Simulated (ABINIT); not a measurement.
# GaAs (F-43m) in ABINIT: further runs, part 2 of 2

ABINIT 10.8.3 (patched build). The steps go on from the part before.

## Step 5: Band structure, LDA

File run.abi:

```
ndtset 2

pp_dirpath "./"
pseudos "As.hgh, Ga.hgh"

acell 3*1.0
rprim
     0.0000000000     5.3419722954     5.3419722954
     5.3419722954     0.0000000000     5.3419722954
     5.3419722954     5.3419722954     0.0000000000
ntypat 2
znucl 33 31
natom 2
typat 1 2
xcart
     8.0129584431     8.0129584431     8.0129584431
     0.0000000000     0.0000000000     0.0000000000

ecut 18.0

ixc 7

occopt 3
tsmear 0.05 eV

nstep 100

iomode 3
prtwf 0
prteig 0
prtebands 0
enunit 2
prtden1 1

kptopt1 1
ngkpt1 8 8 8
nshiftk1 1
shiftk1 0.0 0.0 0.0
nband1 8
tolvrs1 1.0e-10

iscf2 -2
getden2 1
nband2 12
nbdbuf2 2
tolwfr2 1.0e-12
kptopt2 -9
ndivsm2 5
prteig2 1
kptbounds2
     0.0000000000     0.0000000000     0.0000000000
     0.5000000000     0.0000000000     0.5000000000
     0.5000000000     0.2500000000     0.7500000000
     0.3750000000     0.3750000000     0.7500000000
     0.0000000000     0.0000000000     0.0000000000
     0.5000000000     0.5000000000     0.5000000000
     0.6250000000     0.2500000000     0.6250000000
     0.5000000000     0.2500000000     0.7500000000
     0.5000000000     0.5000000000     0.5000000000
     0.3750000000     0.3750000000     0.7500000000
```

Potentials or basis: HGH LDA.

On the command line:

```console
> abinit run.abi > log 2>&1
```

run.abo:

```text
.Version 10.8.3 of ABINIT
 DATASET    1 : space group F-4 3 m (#216); Bravais cF (face-center cubic)
================================================================================
 Values of the parameters that define the memory need for DATASET  1.
     intxc =       0    ionmov =       0      iscf =       7    lmnmax =       6
     lnmax =       6     mgfft =      30  mpssoang =       3    mqgrid =    3001
     natom =       2  nloc_mem =       1    nspden =       1   nspinor =       1
    nsppol =       1      nsym =      24    n1xccc =       0    ntypat =       2
    occopt =       3   xclevel =       1
       mpw =        1126          nfft =       27000          nkpt =          29
================================================================================
================================================================================

 DATASET    2 : space group F-4 3 m (#216); Bravais cF (face-center cubic)
================================================================================
[... 1278 lines left out ...]
 kpt#  87, nband= 12, wtk=  1.00000, kpt=  0.3750  0.3750  0.7500 (reduced coord)
  -7.02158   -3.24350   -0.45365    1.15730    5.31615    8.03399   11.34218   11.50481
  11.96902   13.97229   17.59128   19.02311

== END DATASET(S) ==============================================================
================================================================================

 -outvars: echo values of variables after computation  --------
            acell      1.0000000000E+00  1.0000000000E+00  1.0000000000E+00 Bohr
           etotal1    -8.6632501947E+00
            fcart1    -0.0000000000E+00 -0.0000000000E+00 -0.0000000000E+00
                      -0.0000000000E+00 -0.0000000000E+00 -0.0000000000E+00
            rprim      0.0000000000E+00  5.3419722954E+00  5.3419722954E+00
                       5.3419722954E+00  0.0000000000E+00  5.3419722954E+00
                       5.3419722954E+00  5.3419722954E+00  0.0000000000E+00
           strten1     1.6113835906E-04  1.6113835906E-04  1.6113835906E-04
                       0.0000000000E+00  0.0000000000E+00  0.0000000000E+00
           xangst      4.2402749971E+00  4.2402749971E+00  4.2402749971E+00
                       0.0000000000E+00  0.0000000000E+00  0.0000000000E+00
             xred      7.5000000000E-01  7.5000000000E-01  7.5000000000E-01
                       0.0000000000E+00  0.0000000000E+00  0.0000000000E+00
 Calculation completed.
```

Wall time 21 s (1 thread of Arm Neoverse V1, shared host); peak memory 0.13 GiB.

Results:

```yaml
Free_energy: -235.7390 eV
Pressure: -4.7 GPa
Band_gap_on_the_k_mesh: 0.47 eV, direct
Band_gap_along_the_path: 0.47 eV, direct
Valence_electrons_inside_the_program's_atomic_spheres: As 2.45; Ga 1.11
```

Levels at the corners of the path, in eV from the valence-band top:
| point | band 1 | band 2 | band 3 | band 4 | band 5 | band 6 | band 7 | band 8 | band 9 |
| --- | --- | --- | --- | --- | --- | --- | --- | --- | --- |
| Γ | -12.67 | 0.00 | 0.00 | 0.00 | 0.47 | 3.80 | 3.80 | 3.80 | 7.54 |
| X | -10.34 | -6.80 | -2.62 | -2.62 | 1.44 | 1.65 | 10.19 | 10.19 | 10.95 |
| W | -10.30 | -6.61 | -3.51 | -3.29 | 4.69 | 4.72 | 5.44 | 6.03 | 11.00 |
| K | -10.39 | -6.61 | -3.82 | -2.21 | 1.95 | 4.67 | 7.98 | 8.14 | 8.60 |
| Γ | -12.67 | 0.00 | 0.00 | 0.00 | 0.47 | 3.80 | 3.80 | 3.80 | 7.54 |
| L | -11.05 | -6.61 | -1.11 | -1.11 | 0.98 | 4.69 | 4.69 | 7.77 | 10.37 |
| U | -10.39 | -6.61 | -3.82 | -2.21 | 1.95 | 4.67 | 7.98 | 8.14 | 8.60 |
| W | -10.30 | -6.61 | -3.51 | -3.29 | 4.69 | 4.72 | 5.44 | 6.03 | 11.00 |
| L | -11.05 | -6.61 | -1.11 | -1.11 | 0.98 | 4.69 | 4.69 | 7.77 | 10.37 |
| K | -10.39 | -6.61 | -3.82 | -2.21 | 1.95 | 4.67 | 7.98 | 8.14 | 8.60 |

Caveat: HGH potentials are hard and often keep d shells in the core, so these values are rough.

## Step 6: Equation of state, LDA-PZ

File run.abi:

```
ndtset 7
getwfk -1
scalecart1 3*0.9795861087
scalecart2 3*0.9864848297
scalecart3 3*0.9932883884
scalecart4 3*1.0000000000
scalecart5 3*1.0066227096
scalecart6 3*1.0131594038
scalecart7 3*1.0196128224

pp_dirpath "./"
pseudos "As.LDA_PW-JTH.xml, Ga.LDA_PW-JTH.xml"

acell 3.9977696088 3.9977696088 3.9977696088 Angstrom
rprim
     0.0000000000     0.7071067812     0.7071067812
     0.7071067812     0.0000000000     0.7071067812
     0.7071067812     0.7071067812     0.0000000000
ntypat 2
znucl 33 31
natom 2
typat 1 2
xred
     0.7500000000     0.7500000000     0.7500000000
     0.0000000000     0.0000000000     0.0000000000

ecut 462.593566 eV
pawecutdg 34.0

kptopt 1
ngkpt 8 8 8
nshiftk 1
shiftk 0.0 0.0 0.0

ixc 2

nband 18
occopt 3
tsmear 0.05 eV

nstep 100
tolvrs 1.0e-9

iomode 3
prtwf 1
prtden 0
prteig 0
prtebands 0
enunit 1
```

Potentials or basis: JTH PAW LDA v2.0.

On the command line:

```console
> abinit run.abi > log 2>&1
```

run.abo:

```text
.Version 10.8.3 of ABINIT
 DATASET    1 : space group F-4 3 m (#216); Bravais cF (face-center cubic)
================================================================================
 Values of the parameters that define the memory need for DATASET  1.
     intxc =       0    ionmov =       0      iscf =      17    lmnmax =      18
     lnmax =       6     mgfft =      30  mpssoang =       3    mqgrid =    3001
     natom =       2  nloc_mem =       2    nspden =       1   nspinor =       1
    nsppol =       1      nsym =      24    n1xccc =       1    ntypat =       2
    occopt =       3   xclevel =       1
       mpw =         982          nfft =       27000          nkpt =          29
 PAW method is used; the additional fine FFT grid is defined by:
   mgfftf=        40    nfftf =     64000
================================================================================
================================================================================
[... 71 lines left out ...]
 DATASET    7 : space group F-4 3 m (#216); Bravais cF (face-center cubic)
================================================================================
 Values of the parameters that define the memory need for DATASET  7.
     intxc =       0    ionmov =       0      iscf =      17    lmnmax =      18
     lnmax =       6     mgfft =      30  mpssoang =       3    mqgrid =    3001
     natom =       2  nloc_mem =       2    nspden =       1   nspinor =       1
    nsppol =       1      nsym =      24    n1xccc =       1    ntypat =       2
    occopt =       3   xclevel =       1
       mpw =        1101          nfft =       27000          nkpt =          29
 PAW method is used; the additional fine FFT grid is defined by:
[... 1406 lines left out ...]
            acell      7.5546896751E+00  7.5546896751E+00  7.5546896751E+00 Bohr
           etotal1    -1.9345306723E+02
           etotal2    -1.9345346904E+02
           etotal3    -1.9345353022E+02
           etotal4    -1.9345328367E+02
           etotal5    -1.9345276859E+02
           etotal6    -1.9345202588E+02
           etotal7    -1.9345106900E+02
            fcart1    -2.0099947390E-31 -2.0099947390E-31  6.0299842171E-31
                       2.0099947390E-31  2.0099947390E-31 -6.0299842171E-31
            fcart2     3.9918767439E-31  1.9959383719E-30 -2.7943137207E-30
                      -3.9918767439E-31 -1.9959383719E-30  2.7943137207E-30
            fcart3     4.9556678300E-31  4.9556678300E-31 -6.9379349620E-31
                      -4.9556678300E-31 -4.9556678300E-31  6.9379349620E-31
            fcart4    -0.0000000000E+00 -0.0000000000E+00 -0.0000000000E+00
                      -0.0000000000E+00 -0.0000000000E+00 -0.0000000000E+00
            fcart5    -1.9560088464E-31 -1.9560088464E-31  5.8680265391E-31
                       1.9560088464E-31  1.9560088464E-31 -5.8680265391E-31
[... 38 lines left out ...]
                       0.0000000000E+00  0.0000000000E+00  0.0000000000E+00
           xangst1     4.1537144872E+00  4.1537144872E+00  4.1537144872E+00
                       0.0000000000E+00  0.0000000000E+00  0.0000000000E+00
           xangst2     4.1829669613E+00  4.1829669613E+00  4.1829669613E+00
                       0.0000000000E+00  0.0000000000E+00  0.0000000000E+00
           xangst3     4.2118159212E+00  4.2118159212E+00  4.2118159212E+00
                       0.0000000000E+00  0.0000000000E+00  0.0000000000E+00
           xangst4     4.2402750001E+00  4.2402750001E+00  4.2402750001E+00
                       0.0000000000E+00  0.0000000000E+00  0.0000000000E+00
           xangst5     4.2683571100E+00  4.2683571100E+00  4.2683571100E+00
                       0.0000000000E+00  0.0000000000E+00  0.0000000000E+00
           xangst6     4.2960744910E+00  4.2960744910E+00  4.2960744910E+00
                       0.0000000000E+00  0.0000000000E+00  0.0000000000E+00
           xangst7     4.3234387606E+00  4.3234387606E+00  4.3234387606E+00
                       0.0000000000E+00  0.0000000000E+00  0.0000000000E+00
             xred      7.5000000000E-01  7.5000000000E-01  7.5000000000E-01
                       0.0000000000E+00  0.0000000000E+00  0.0000000000E+00
 Calculation completed.
```

Run time: 1.8 min. Hardware: 1 thread of Arm Neoverse V1, shared host; peak memory 0.13 GiB.

What came out:

```yaml
Equilibrium_volume: 21.99 Å³/atom
Bulk_modulus: 74 GPa
Pressure_derivative_of_the_bulk_modulus: 5.2
```

Energy against volume, from the lowest point:
```tsv
volume (Å³/atom)	energy (meV/atom)
21.234	6.30
21.686	0.83
22.138	0.00
22.590	3.35
23.041	10.36
23.493	20.47
23.945	33.49
```

Caveat: pressures at fixed basis lie under the slope of the energies. Zero-point motion and thermal expansion aren't in these numbers.

## Step 7: Band structure, BP86

File run.abi:

```
# Datasets: ground state, then fixed potential
ndtset 2

# Pseudopotentials
pp_dirpath "./"
pseudos "As.GGA_PBE-JTH.xml, Ga.GGA_PBE-JTH.xml"

# Structure
acell 3.9977696088 3.9977696088 3.9977696088 Angstrom
rprim
     0.0000000000     0.7071067812     0.7071067812
     0.7071067812     0.0000000000     0.7071067812
     0.7071067812     0.7071067812     0.0000000000
ntypat 2
znucl 33 31
natom 2
typat 1 2
xred
     0.7500000000     0.7500000000     0.7500000000
     0.0000000000     0.0000000000     0.0000000000

# Plane-wave basis
ecut 17.0
pawecutdg 34.0

# Exchange and correlation
ixc -106132

# Bands and occupations
occopt 3
tsmear 0.00183747

# SCF cycle
nstep 100

# Output
iomode 3
prtwf 0
prteig 0
prtebands 0
prtden1 1

# Dataset 1
kptopt1 1
ngkpt1 8 8 8
nshiftk1 1
shiftk1 0.0 0.0 0.0
nband1 18
tolvrs1 1.0e-9

# Dataset 2: bands along G-X-W-K-G-L-U-W-L-K
iscf2 -2
getden2 1
nband2 22
nbdbuf2 2
tolwfr2 1.0e-12
kptopt2 -9
ndivsm2 8
prteig2 1
kptbounds2
     0.0000000000     0.0000000000     0.0000000000
     0.5000000000     0.0000000000     0.5000000000
     0.5000000000     0.2500000000     0.7500000000
     0.3750000000     0.3750000000     0.7500000000
     0.0000000000     0.0000000000     0.0000000000
     0.5000000000     0.5000000000     0.5000000000
     0.6250000000     0.2500000000     0.6250000000
     0.5000000000     0.2500000000     0.7500000000
     0.5000000000     0.5000000000     0.5000000000
     0.3750000000     0.3750000000     0.7500000000
```

Potentials or basis: JTH PAW PBE v2.0.

On the command line:

```console
> abinit run.abi > log 2>&1
```

run.abo:

```text
.Version 10.8.3 of ABINIT
 DATASET    1 : space group F-4 3 m (#216); Bravais cF (face-center cubic)
================================================================================
 Values of the parameters that define the memory need for DATASET  1.
     intxc =       0    ionmov =       0      iscf =      17    lmnmax =      18
     lnmax =       6     mgfft =      30  mpssoang =       3    mqgrid =    3001
     natom =       2  nloc_mem =       2    nspden =       1   nspinor =       1
    nsppol =       1      nsym =      24    n1xccc =       1    ntypat =       2
    occopt =       3   xclevel =       2
       mpw =        1036          nfft =       27000          nkpt =          29
 PAW method is used; the additional fine FFT grid is defined by:
   mgfftf=        40    nfftf =     64000
================================================================================
================================================================================

[... 2025 lines left out ...]
  -1.13428   -1.13422   -1.13421   -1.13397   -1.13393   -0.39115   -0.38618   -0.38592
  -0.38510   -0.38438   -0.22019   -0.08575    0.01745    0.07573    0.23109    0.32881
   0.44996    0.45430    0.47720    0.54898    0.68282    0.73264

== END DATASET(S) ==============================================================
================================================================================

 -outvars: echo values of variables after computation  --------
            acell      7.5546896751E+00  7.5546896751E+00  7.5546896751E+00 Bohr
           etotal1    -1.9311570064E+02
            fcart1    -0.0000000000E+00 -0.0000000000E+00 -0.0000000000E+00
                      -0.0000000000E+00 -0.0000000000E+00 -0.0000000000E+00
            rprim      0.0000000000E+00  7.0710678120E-01  7.0710678120E-01
                       7.0710678120E-01  0.0000000000E+00  7.0710678120E-01
                       7.0710678120E-01  7.0710678120E-01  0.0000000000E+00
           strten1    -1.1713433444E-04 -1.1713433444E-04 -1.1713433444E-04
                       0.0000000000E+00  0.0000000000E+00  0.0000000000E+00
           xangst      4.2402750001E+00  4.2402750001E+00  4.2402750001E+00
                       0.0000000000E+00  0.0000000000E+00  0.0000000000E+00
             xred      7.5000000000E-01  7.5000000000E-01  7.5000000000E-01
                       0.0000000000E+00  0.0000000000E+00  0.0000000000E+00
 Calculation completed.
```

It took 88 s on 1 thread of Arm Neoverse V1, shared host; peak memory 0.14 GiB.

What came out:

```
Free energy                                           : -5254.9459 eV
Pressure                                              : 3.4 GPa
Band gap on the k mesh                                : 0.42 eV, direct
Band gap along the path                               : 0.42 eV, direct
Valence electrons inside the program's atomic spheres : As 12.74; Ga 11.09
```

Levels at the corners of the path, in eV from the valence-band top:
```tsv
point	band 11	band 12	band 13	band 14	band 15	band 16	band 17	band 18
Γ	-12.74	0.00	0.00	0.00	0.42	3.74	3.74	3.74
X	-10.26	-6.83	-2.66	-2.66	1.50	1.67	10.13	10.13
W	-10.21	-6.64	-3.51	-3.32	4.59	4.76	5.40	6.08
K	-10.30	-6.64	-3.83	-2.25	1.98	4.64	7.94	8.06
Γ	-12.74	0.00	0.00	0.00	0.42	3.74	3.74	3.74
L	-10.99	-6.63	-1.14	-1.14	0.97	4.66	4.66	7.80
U	-10.30	-6.64	-3.83	-2.25	1.98	4.64	7.94	8.06
W	-10.21	-6.64	-3.51	-3.32	4.59	4.76	5.40	6.08
L	-10.99	-6.63	-1.14	-1.14	0.97	4.66	4.66	7.80
K	-10.30	-6.64	-3.83	-2.25	1.98	4.64	7.94	8.06
```

Caveat: the PAW data sets were made with another functional, which shifts forces and pressure a little.

## Step 8: The runs side by side

```tsv
task	level	potentials or basis	gap on the mesh (eV)	pressure (GPa)
band structure	RPBE	JTH PAW PBE v2.0 sp	0.65	5.4
band structure	revPBE	JTH PAW PBE v2.0	0.60	4.6
equation of state	HCTH407	JTH PAW PBE v2.0 sp	-	-
equation of state	LDA-PZ	JTH PAW LDA v2.0	-	-
band structure	BP86	JTH PAW PBE v2.0	0.42	3.4
```

Alike in all rows: no spin polarisation; cell as given; k mesh 8 × 8 × 8; cutoff (eV) 463; smearing fermi-dirac 0.05 eV.

Caveats: the PAW data sets were made with another functional, which shifts forces and pressure a little (some runs); this set keeps more shells in the core, which shifts pressures and gaps (some runs); pressures at fixed basis lie under the slope of the energies (some runs); the minimum lies outside the volumes run (some runs).

Absolute energies hang on the potentials; compare differences alone.

## Step 9: Against experiment

Step 2. A measured gap of GaAs is 1.412 eV (direct; 300 K; “Evidence of valence band perturbations in GaAsN/GaAs(001): A combined variable-angle spectroscopic ellipsometry and modulated photoreflectance investigation”, 2008, arxiv:0805.2212); the calculated 0.65 eV misses it by -0.76 eV. 3 values of this kind are on record (1.412 to 1.51 eV); this one was drawn at random among those near their median, those with a stated uncertainty first. Spin-orbit coupling on As, Ga is left out. The value is that of RPBE, without temperature or zero-point motion. Semilocal functionals fall short of measured gaps as a rule.

Step 3. Measured gap of GaAs: 1.418 eV (direct; 300 K; “Evidence of valence band perturbations in GaAsN/GaAs(001): A combined variable-angle spectroscopic ellipsometry and modulated photoreflectance investigation”, 2008, arxiv:0805.2212). This calculation gives 0.60 eV (-0.82 eV). 3 values of this kind are on record (1.412 to 1.51 eV); this one was drawn at random among those near their median, those with a stated uncertainty first. Spin-orbit coupling on As, Ga is left out. The value is that of revPBE, without temperature or zero-point motion. Semilocal functionals fall short of measured gaps as a rule.

Step 7. Measured gap of GaAs: 1.418 eV (direct; 300 K; “Evidence of valence band perturbations in GaAsN/GaAs(001): A combined variable-angle spectroscopic ellipsometry and modulated photoreflectance investigation”, 2008, arxiv:0805.2212). This calculation gives 0.42 eV (-0.99 eV). 3 values of this kind are on record (1.412 to 1.51 eV); this one was drawn at random among those near their median, those with a stated uncertainty first. Spin-orbit coupling on As, Ga is left out. The value is that of BP86, without temperature or zero-point motion.
